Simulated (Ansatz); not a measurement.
# Si: freezing in a mode

This session takes Si and sets out to freeze in mode 6 at growing amplitude.

Method: DFT LDA, scalar-relativistic, plane waves, PAW, in Ansatz 0.2.0.

1 further run of the same task is left out (set aside as unsound or not needed). Runs told in other sessions of the task aren't counted.

### Step 1. The system as given

The structure is hexagonal, space group P6_3/mmc (No. 194). The conventional cell has a = 2.651 Å, b = 2.651 Å, c = 4.542 Å, α = 90.00°, β = 90.00°, γ = 120.00°. Si (site symmetry -6m2) is surrounded by 12 Si at 2.65 to 2.74 Å.

As a file:

```xyz
2
Lattice="2.6511 0.0000 0.0000 -1.3255 2.2959 0.0000 0.0000 0.0000 4.5417" Properties=species:S:1:pos:R:3 pbc="T T T"
Si    0.0000    1.5306    1.1354
Si    1.3255    0.7653    3.4063
```

It goes back to an entry of the Materials Project, which need not be the stable form.

This cell was relaxed beforehand with the same method: volume 13.82 Å³/atom, gap on the mesh none (metal).

### Step 2. Zero of energy

The reference gives a free energy of -1216.4685 eV, pressure -0.04 GPa, largest force 0.000 eV/Å and gap on the mesh none (metal). It was computed beforehand with the settings of the runs below.

### Step 3. Setting up freezing in a mode

Mode 6 of the phonon run on this cell, counted from the lowest, is frozen in: each atom moves by x times its row below, so x is the largest displacement.

```
atom     ux     uy      uz
 Si1  0.000  0.000   1.000
 Si2  0.000  0.000  -1.000
```

### Step 4. At x = -0.200 Å

File input.yaml:

```yaml
crystal:
  lattice:
    - [2.6510666862, 0.0, 0.0]
    - [-1.3255333431, 2.2958910974, 0.0]
    - [0.0, 0.0, 4.5417424135]
  atoms:
    - { symbol: Si, position: [0.3333333333, 0.6666666667, 0.2059640372] }
    - { symbol: Si, position: [0.6666666667, 0.3333333333, 0.7940359628] }
basis:
  ecutwfc: 420
kpoints:
  mp_grid: { grid: [24, 24, 14] }
hamiltonian:
  xc: lda
scf:
  occupations: { method: gaussian, width: 0.15 }
output:
  forces: true
  stress: true
  eigenvalues: true
```

Launch:

```
$ ansatz run input.yaml --threads 2 --pin off --max-ram 5120MiB --backend cpu --events-out ev --progress --plain --runs-dir out
```

Standard output (excerpt; [...] marks lines left out):

```text
Warning: RAYON_NUM_THREADS=2 ignored (pool sized by the plan → 2); use --threads N
[...]
Pseudopotentials: kind: paw
Pseudopotential: Si, paw, valence charge 4, recommended cutoff 420 eV (normal), Si.paw.azcp
Functional definition: SPW92
[...]
Crystal: 2 atoms, lattice volume = 27.644 Å³
Basis set: ecut = 420 eV, 549 PW (Γ)
Bands: 8, of which v1, the nominal top of the filled ones, is band 4 counted from 1 (3 counted from 0)
Symmetry: 12 space group operations
Space group: P-3m1 (ITA 164), of the structure as read, at distance tolerance 3.0e-5 Å
k-points: 776 of 8064
[...]
SCF iter   1: F=—  HF=-1216.120186 eV  |F-HF|=—  |Δ(HF+E_count)|=         —  Δρ=4.61e-3  dr2=3.76e-3  ethr=1.77e-3  ⟨swp⟩=5.0  Hψ=48901  notcnv=0
[...]
SCF iter   6: F=-1216.119095 eV  HF=-1216.119095 eV  |F-HF|=7.67e-9  |Δ(HF+E_count)|=   1.39e-7  Δρ=3.61e-6  dr2=9.80e-9  ethr=1.25e-9  ⟨swp⟩=5.9  Hψ=30180  notcnv=0
[...]
SCF converged after 6 iterations
Free energy (F): -1216.119095 eV
[...]
E sigma→0 (E₀):  -1216.114534 eV
Entropy (-TS):   -0.009122 eV (-4.561 meV/atom)
Fermi energy:    10.988139 eV
[...]
--- Forces (eV/Å), atoms counted from 1 ---
  atom   1  Si     0.00000000    -0.00000000     2.10173003
  atom   2  Si    -0.00000000     0.00000000    -2.10173003
[...]
--- Stress (GPa, compression-positive) ---
        7.044435       0.000000      -0.000000
        0.000000       7.044435       0.000000
       -0.000000       0.000000      14.177947
  P = ⅓ Tr σ = 9.4223 GPa (94.223 kbar)
--- Band table (eV; the first three rows and the last of 776) ---
  k-point 0: bands = ["-4.3036", "2.7439", "4.1667", "19.4728", "19.4728", "20.9964", "20.9964", "21.4396"]
[...]
```

Wall time 5 s (2 threads of Intel Xeon Platinum 8259CL at 2.50GHz (Skylake/Cascade Lake), shared host); peak memory 0.5 GiB.

### Step 5. x = 0.150 Å

Changes to input.yaml since step 4:

```diff
@@ -6,4 +6,4 @@
   atoms:
-    - { symbol: Si, position: [0.3333333333, 0.6666666667, 0.2059640372] }
-    - { symbol: Si, position: [0.6666666667, 0.3333333333, 0.7940359628] }
+    - { symbol: Si, position: [0.3333333333, 0.6666666667, 0.2830269721] }
+    - { symbol: Si, position: [0.6666666667, 0.3333333333, 0.7169730279] }
 basis:
```

Launch:

```
$ ansatz run input.yaml --threads 2 --pin off --max-ram 5120MiB --backend cpu --events-out ev --progress --plain --runs-dir out
```

Standard output (excerpt; [...] marks lines left out):

```text
Warning: RAYON_NUM_THREADS=2 ignored (pool sized by the plan → 2); use --threads N
[...]
Pseudopotentials: kind: paw
Pseudopotential: Si, paw, valence charge 4, recommended cutoff 420 eV (normal), Si.paw.azcp
Functional definition: SPW92
[...]
Crystal: 2 atoms, lattice volume = 27.644 Å³
Basis set: ecut = 420 eV, 549 PW (Γ)
Bands: 8, of which v1, the nominal top of the filled ones, is band 4 counted from 1 (3 counted from 0)
Symmetry: 12 space group operations
Space group: P-3m1 (ITA 164), of the structure as read, at distance tolerance 3.0e-5 Å
k-points: 776 of 8064
[...]
SCF iter   1: F=—  HF=-1216.290780 eV  |F-HF|=—  |Δ(HF+E_count)|=         —  Δρ=4.48e-3  dr2=3.70e-3  ethr=1.77e-3  ⟨swp⟩=5.0  Hψ=47998  notcnv=0
[...]
SCF iter   6: F=-1216.289606 eV  HF=-1216.289606 eV  |F-HF|=1.49e-8  |Δ(HF+E_count)|=   2.47e-7  Δρ=4.37e-6  dr2=1.74e-8  ethr=1.25e-9  ⟨swp⟩=3.9  Hψ=26455  notcnv=0
[...]
SCF converged after 6 iterations
Free energy (F): -1216.289606 eV
[...]
E sigma→0 (E₀):  -1216.284906 eV
Entropy (-TS):   -0.009400 eV (-4.700 meV/atom)
Fermi energy:    11.057678 eV
[...]
--- Forces (eV/Å), atoms counted from 1 ---
  atom   1  Si     0.00000000    -0.00000000    -1.34066645
  atom   2  Si    -0.00000000     0.00000000     1.34066645
[...]
--- Stress (GPa, compression-positive) ---
        3.757742      -0.000000      -0.000000
       -0.000000       3.757742       0.000000
       -0.000000       0.000000       7.872643
  P = ⅓ Tr σ = 5.1294 GPa (51.294 kbar)
--- Band table (eV; the first three rows and the last of 776) ---
  k-point 0: bands = ["-4.0405", "2.7409", "3.9954", "19.8557", "19.8557", "21.2672", "21.2672", "21.5286"]
[...]
```

Run time: 5.1 s. Hardware: 2 threads of Intel Xeon Platinum 8259CL at 2.50GHz (Skylake/Cascade Lake), shared host; peak memory 0.5 GiB.

### Step 6. At x = -0.100 Å

Changes to input.yaml since step 5:

```diff
@@ -6,4 +6,4 @@
   atoms:
-    - { symbol: Si, position: [0.3333333333, 0.6666666667, 0.2830269721] }
-    - { symbol: Si, position: [0.6666666667, 0.3333333333, 0.7169730279] }
+    - { symbol: Si, position: [0.3333333333, 0.6666666667, 0.2279820186] }
+    - { symbol: Si, position: [0.6666666667, 0.3333333333, 0.7720179814] }
 basis:
```

Launch:

```
$ ansatz run input.yaml --threads 2 --pin off --max-ram 5120MiB --backend cpu --events-out ev --progress --plain --runs-dir out
```

Standard output (excerpt; [...] marks lines left out):

```text
Warning: RAYON_NUM_THREADS=2 ignored (pool sized by the plan → 2); use --threads N
[...]
Pseudopotentials: kind: paw
Pseudopotential: Si, paw, valence charge 4, recommended cutoff 420 eV (normal), Si.paw.azcp
Functional definition: SPW92
[...]
Crystal: 2 atoms, lattice volume = 27.644 Å³
Basis set: ecut = 420 eV, 549 PW (Γ)
Bands: 8, of which v1, the nominal top of the filled ones, is band 4 counted from 1 (3 counted from 0)
Symmetry: 12 space group operations
Space group: P-3m1 (ITA 164), of the structure as read, at distance tolerance 3.0e-5 Å
k-points: 776 of 8064
[...]
SCF iter   1: F=—  HF=-1216.395044 eV  |F-HF|=—  |Δ(HF+E_count)|=         —  Δρ=4.47e-3  dr2=3.93e-3  ethr=1.77e-3  ⟨swp⟩=5.0  Hψ=46744  notcnv=0
[...]
SCF iter   6: F=-1216.393703 eV  HF=-1216.393703 eV  |F-HF|=6.16e-10  |Δ(HF+E_count)|=   1.20e-8  Δρ=2.75e-6  dr2=1.93e-9  ethr=9.18e-10  ⟨swp⟩=3.8  Hψ=25419  notcnv=0
[...]
SCF converged after 6 iterations
Free energy (F): -1216.393703 eV
[...]
E sigma→0 (E₀):  -1216.389146 eV
Entropy (-TS):   -0.009115 eV (-4.557 meV/atom)
Fermi energy:    11.120454 eV
[...]
--- Forces (eV/Å), atoms counted from 1 ---
  atom   1  Si     0.00000000    -0.00000000     0.76538128
  atom   2  Si     0.00000000     0.00000000    -0.76538128
[...]
--- Stress (GPa, compression-positive) ---
        1.584446       0.000000      -0.000000
       -0.000000       1.584446       0.000000
       -0.000000       0.000000       3.574433
  P = ⅓ Tr σ = 2.2478 GPa (22.478 kbar)
--- Band table (eV; the first three rows and the last of 776) ---
  k-point 0: bands = ["-3.8424", "2.7371", "3.8662", "20.1378", "20.1378", "21.4610", "21.4610", "21.5521"]
[...]
```

Wall time 5 s (2 threads of Intel Xeon Platinum 8259CL at 2.50GHz (Skylake/Cascade Lake), shared host); peak memory 0.49 GiB.

### Step 7. x = 0.050 Å

Changes to input.yaml since step 6:

```diff
@@ -6,4 +6,4 @@
   atoms:
-    - { symbol: Si, position: [0.3333333333, 0.6666666667, 0.2279820186] }
-    - { symbol: Si, position: [0.6666666667, 0.3333333333, 0.7720179814] }
+    - { symbol: Si, position: [0.3333333333, 0.6666666667, 0.2610089907] }
+    - { symbol: Si, position: [0.6666666667, 0.3333333333, 0.7389910093] }
 basis:
```

Launch:

```
$ ansatz run input.yaml --threads 2 --pin off --max-ram 5120MiB --backend cpu --events-out ev --progress --plain --runs-dir out
```

Standard output (excerpt; [...] marks lines left out):

```text
Warning: RAYON_NUM_THREADS=2 ignored (pool sized by the plan → 2); use --threads N
[...]
Pseudopotentials: kind: paw
Pseudopotential: Si, paw, valence charge 4, recommended cutoff 420 eV (normal), Si.paw.azcp
Functional definition: SPW92
[...]
Crystal: 2 atoms, lattice volume = 27.644 Å³
Basis set: ecut = 420 eV, 549 PW (Γ)
Bands: 8, of which v1, the nominal top of the filled ones, is band 4 counted from 1 (3 counted from 0)
Symmetry: 12 space group operations
Space group: P-3m1 (ITA 164), of the structure as read, at distance tolerance 3.0e-5 Å
k-points: 776 of 8064
[...]
SCF iter   1: F=—  HF=-1216.451251 eV  |F-HF|=—  |Δ(HF+E_count)|=         —  Δρ=4.47e-3  dr2=3.86e-3  ethr=1.77e-3  ⟨swp⟩=5.0  Hψ=47101  notcnv=0
[...]
SCF iter   6: F=-1216.449880 eV  HF=-1216.449880 eV  |F-HF|=9.60e-11  |Δ(HF+E_count)|=   1.14e-8  Δρ=1.37e-6  dr2=2.60e-10  ethr=3.46e-10  ⟨swp⟩=3.2  Hψ=25392  notcnv=0
[...]
SCF converged after 6 iterations
Free energy (F): -1216.449880 eV
[...]
E sigma→0 (E₀):  -1216.445561 eV
Entropy (-TS):   -0.008636 eV (-4.318 meV/atom)
Fermi energy:    11.149963 eV
[...]
--- Forces (eV/Å), atoms counted from 1 ---
  atom   1  Si    -0.00000000    -0.00000000    -0.37448549
  atom   2  Si     0.00000000     0.00000000     0.37448549
[...]
--- Stress (GPa, compression-positive) ---
        0.389250       0.000000      -0.000000
        0.000000       0.389250      -0.000000
       -0.000000       0.000000       0.826917
  P = ⅓ Tr σ = 0.5351 GPa (5.351 kbar)
--- Band table (eV; the first three rows and the last of 776) ---
  k-point 0: bands = ["-3.7210", "2.7342", "3.7863", "20.3084", "20.3084", "21.5477", "21.5758", "21.5758"]
[...]
```

Wall time 5 s (2 threads of Intel Xeon Platinum 8259CL at 2.50GHz (Skylake/Cascade Lake), shared host); peak memory 0.5 GiB.

### Step 8. At x = 0.175 Å

Changes to input.yaml since step 7:

```diff
@@ -6,4 +6,4 @@
   atoms:
-    - { symbol: Si, position: [0.3333333333, 0.6666666667, 0.2610089907] }
-    - { symbol: Si, position: [0.6666666667, 0.3333333333, 0.7389910093] }
+    - { symbol: Si, position: [0.3333333333, 0.6666666667, 0.2885314675] }
+    - { symbol: Si, position: [0.6666666667, 0.3333333333, 0.7114685325] }
 basis:
```

Launch:

```
$ ansatz run input.yaml --threads 2 --pin off --max-ram 5120MiB --backend cpu --events-out ev --progress --plain --runs-dir out
```

Standard output (excerpt; [...] marks lines left out):

```text
[...]
SCF converged after 6 iterations
Free energy (F): -1216.213974 eV
[...]
E sigma→0 (E₀):  -1216.209553 eV
Entropy (-TS):   -0.008844 eV (-4.422 meV/atom)
Fermi energy:    11.030156 eV
[...]
--- Forces (eV/Å), atoms counted from 1 ---
  atom   1  Si     0.00000000    -0.00000000    -1.69598033
  atom   2  Si     0.00000000     0.00000000     1.69598033
[...]
--- Stress (GPa, compression-positive) ---
        5.159854      -0.000000      -0.000000
        0.000000       5.159854       0.000000
       -0.000000       0.000000      10.920588
  P = ⅓ Tr σ = 7.0801 GPa (70.801 kbar)
--- Band table (eV; the first three rows and the last of 776) ---
  k-point 0: bands = ["-4.1649", "2.7426", "4.0764", "19.6759", "19.6759", "21.1410", "21.1411", "21.4945"]
[...]
```

Wall time 5.3 s (2 threads of Intel Xeon Platinum 8259CL at 2.50GHz (Skylake/Cascade Lake), shared host); peak memory 0.49 GiB.

### Step 9. Point x = 0.125 Å

Changes to input.yaml since step 8:

```diff
@@ -6,4 +6,4 @@
   atoms:
-    - { symbol: Si, position: [0.3333333333, 0.6666666667, 0.2885314675] }
-    - { symbol: Si, position: [0.6666666667, 0.3333333333, 0.7114685325] }
+    - { symbol: Si, position: [0.3333333333, 0.6666666667, 0.2775224768] }
+    - { symbol: Si, position: [0.6666666667, 0.3333333333, 0.7224775232] }
 basis:
```

Launch:

```
$ ansatz run input.yaml --threads 2 --pin off --max-ram 5120MiB --backend cpu --events-out ev --progress --plain --runs-dir out
```

Standard output (excerpt; [...] marks lines left out):

```text
[...]
SCF converged after 7 iterations
Free energy (F): -1216.348902 eV
[...]
E sigma→0 (E₀):  -1216.344344 eV
Entropy (-TS):   -0.009114 eV (-4.557 meV/atom)
Fermi energy:    11.088992 eV
[...]
--- Forces (eV/Å), atoms counted from 1 ---
  atom   1  Si     0.00000000    -0.00000000    -1.03571424
  atom   2  Si     0.00000000     0.00000000     1.03571424
[...]
--- Stress (GPa, compression-positive) ---
        2.583567       0.000000      -0.000000
        0.000000       2.583567      -0.000000
       -0.000000       0.000000       5.445398
  P = ⅓ Tr σ = 3.5375 GPa (35.375 kbar)
--- Band table (eV; the first three rows and the last of 776) ---
  k-point 0: bands = ["-3.9326", "2.7390", "3.9252", "20.0099", "20.0099", "21.3738", "21.3738", "21.5463"]
[...]
```

It took 7.1 s on 2 threads of Intel Xeon Platinum 8259CL at 2.50GHz (Skylake/Cascade Lake), shared host; peak memory 0.5 GiB.

### Step 10. x = 0.075 Å

File input.yaml:

```yaml
crystal:
  lattice:
    - [2.6510666862, 0.0, 0.0]
    - [-1.3255333431, 2.2958910974, 0.0]
    - [0.0, 0.0, 4.5417424135]
  atoms:
    - { symbol: Si, position: [0.3333333333, 0.6666666667, 0.2665134861] }
    - { symbol: Si, position: [0.6666666667, 0.3333333333, 0.7334865139] }
basis:
  ecutwfc: 420
kpoints:
  mp_grid: { grid: [24, 24, 14] }
hamiltonian:
  xc: lda
scf:
  occupations: { method: gaussian, width: 0.15 }
output:
  forces: true
  stress: true
  eigenvalues: true
  write_density: true
  write_potential: true
  elf: true
  volumetric_format: npy
```

Launch:

```
$ ansatz run input.yaml --threads 2 --pin off --max-ram 5120MiB --backend cpu --events-out ev --progress --plain --runs-dir out
```

Standard output (excerpt; [...] marks lines left out):

```text
[...]
SCF converged after 6 iterations
Free energy (F): -1216.426546 eV
[...]
E sigma→0 (E₀):  -1216.421971 eV
Entropy (-TS):   -0.009149 eV (-4.575 meV/atom)
Fermi energy:    11.141495 eV
[...]
--- Forces (eV/Å), atoms counted from 1 ---
  atom   1  Si    -0.00000000    -0.00000000    -0.55797966
  atom   2  Si     0.00000000     0.00000000     0.55797966
[...]
--- Stress (GPa, compression-positive) ---
        0.854118      -0.000000      -0.000000
        0.000000       0.854118      -0.000000
       -0.000000       0.000000       2.048527
  P = ⅓ Tr σ = 1.2523 GPa (12.523 kbar)
--- Band table (eV; the first three rows and the last of 776) ---
  k-point 0: bands = ["-3.7721", "2.7355", "3.8200", "20.2369", "20.2369", "21.5279", "21.5279", "21.5515"]
[...]
```

Run time: 6.6 s. Hardware: 2 threads of Intel Xeon Platinum 8259CL at 2.50GHz (Skylake/Cascade Lake), shared host; peak memory 0.5 GiB.

Density in a lattice plane of the grid's cell (edges 2.65 and 4.54 Å, at 0.333 of the third edge), which holds Si.

Ten even steps from ' ' (0.07 e/Å³) to '@' (0.41 e/Å³):
```
==--------==++**########**++
++========**##%%@@@@@@%%%%##
##++++++**##@@%%######%%@@%%
%%##****##@@@@##==::--++%%@@
@@%%####%%@@@@++..    --##@@
@@%%####%%@@@@**::    --##@@
%%##****##@@@@%%++====**%%@@
##**++++**%%@@@@@@%%%%@@@@@@
**++++++**##%%@@@@@@@@@@%%##
**++++++****####%%%%%%%%##**
****************************
####%%%%######****++++****##
%%@@@@@@@@%%##****++++**##%%
@@@@@@@@@@@@%%##**++++**##%%
@@@@@@@@@@@@%%##**++++**##%%
%%@@@@@@@@%%##**++++++++**##
####%%%%####**++========++**
++********++++====--======++
============================
----------======++++++++====
```
Columns run along the first of these edges and rows up along the second, over one cell in 14 and 20 even steps from the bottom left corner. Atoms in the plane (fractional): Si at (0.67, 0.73).

ELF in the same plane.

Values, 12 rows by 8 columns:
```
0.49 0.34 0.37 0.55 0.69 0.72 0.72 0.66
0.65 0.51 0.55 0.66 0.56 0.46 0.48 0.61
0.69 0.60 0.63 0.65 0.39 0.54 0.45 0.48
0.64 0.53 0.57 0.63 0.42 0.35 0.35 0.51
0.54 0.41 0.45 0.59 0.63 0.57 0.59 0.63
0.47 0.41 0.43 0.50 0.58 0.61 0.60 0.55
0.54 0.55 0.55 0.53 0.48 0.44 0.44 0.49
0.64 0.63 0.63 0.62 0.50 0.39 0.42 0.55
0.69 0.67 0.67 0.66 0.53 0.39 0.42 0.58
0.65 0.67 0.67 0.61 0.46 0.35 0.37 0.51
0.49 0.53 0.52 0.46 0.38 0.33 0.34 0.40
0.35 0.31 0.32 0.38 0.47 0.53 0.52 0.44
```
Columns run along the first of these edges and rows up along the second, over one cell in 8 and 12 even steps from the bottom left corner. Atoms in the plane (fractional): Si at (0.67, 0.73).

Both are smooth fields of the valence electrons: close to the nuclei they are not physical.

Outside the cores ELF peaks at 0.72 in the shell around Si, 0.8 Å from Si; 0.71 beside Si, off the lines to its neighbours, 0.9 Å from Si.

### Step 11. At x = 0.025 Å

File input.yaml:

```yaml
crystal:
  lattice:
    - [2.6510666862, 0.0, 0.0]
    - [-1.3255333431, 2.2958910974, 0.0]
    - [0.0, 0.0, 4.5417424135]
  atoms:
    - { symbol: Si, position: [0.3333333333, 0.6666666667, 0.2555044954] }
    - { symbol: Si, position: [0.6666666667, 0.3333333333, 0.7444955046] }
basis:
  ecutwfc: 420
kpoints:
  mp_grid: { grid: [24, 24, 14] }
hamiltonian:
  xc: lda
scf:
  occupations: { method: gaussian, width: 0.15 }
output:
  forces: true
  stress: true
  eigenvalues: true
```

Launch:

```
$ ansatz run input.yaml --threads 2 --pin off --max-ram 5120MiB --backend cpu --events-out ev --progress --plain --runs-dir out
```

Standard output (excerpt; [...] marks lines left out):

```text
[...]
SCF converged after 6 iterations
Free energy (F): -1216.463877 eV
[...]
E sigma→0 (E₀):  -1216.459706 eV
Entropy (-TS):   -0.008342 eV (-4.171 meV/atom)
Fermi energy:    11.150052 eV
[...]
--- Forces (eV/Å), atoms counted from 1 ---
  atom   1  Si     0.00000000    -0.00000000    -0.18512206
  atom   2  Si     0.00000000     0.00000000     0.18512206
[...]
--- Stress (GPa, compression-positive) ---
        0.155783       0.000000      -0.000000
        0.000000       0.155783       0.000000
       -0.000000      -0.000000      -0.005452
  P = ⅓ Tr σ = 0.1020 GPa (1.020 kbar)
--- Band table (eV; the first three rows and the last of 776) ---
  k-point 0: bands = ["-3.6896", "2.7333", "3.7657", "20.3520", "20.3520", "21.5438", "21.6049", "21.6049"]
[...]
```

It took 4.9 s on 2 threads of Intel Xeon Platinum 8259CL at 2.50GHz (Skylake/Cascade Lake), shared host; peak memory 0.5 GiB.

### Step 12. The scan collected

All points in order; energies are free energies above the reference cell:

| x (Å) | ΔE (meV/cell) | force along the mode (eV/Å) | pressure (GPa) |
| --- | --- | --- | --- |
| -0.200 | 349.4 | 4.203 | 9.4 |
| -0.100 | 74.8 | 1.531 | 2.2 |
| 0.000 | 0.0 | 0.000 | 0.0 |
| 0.025 | 4.6 | -0.370 | 0.1 |
| 0.050 | 18.6 | -0.749 | 0.5 |
| 0.075 | 41.9 | -1.116 | 1.3 |
| 0.125 | 119.6 | -2.071 | 3.5 |
| 0.150 | 178.9 | -2.681 | 5.1 |
| 0.175 | 254.5 | -3.392 | 7.1 |

Not run, since symmetry makes them alike: 0.200 repeats -0.200, -0.150 repeats 0.150, 0.100 repeats -0.100, -0.050 repeats 0.050. Energy, pressure and gap are the same there.

### Step 13. Summary of results

| quantity | value |
| --- | --- |
| harmonic wavenumber of the mode | 266 cm⁻¹ |
| the same from the force at an amplitude of 0.025 Å | 268 cm⁻¹ |

**Reading.** The force at the smallest amplitude gives 268 cm⁻¹ against 266 cm⁻¹ from the phonon run, so the curve is close to a parabola there. The undisturbed cell stays the lowest of the sampled points.
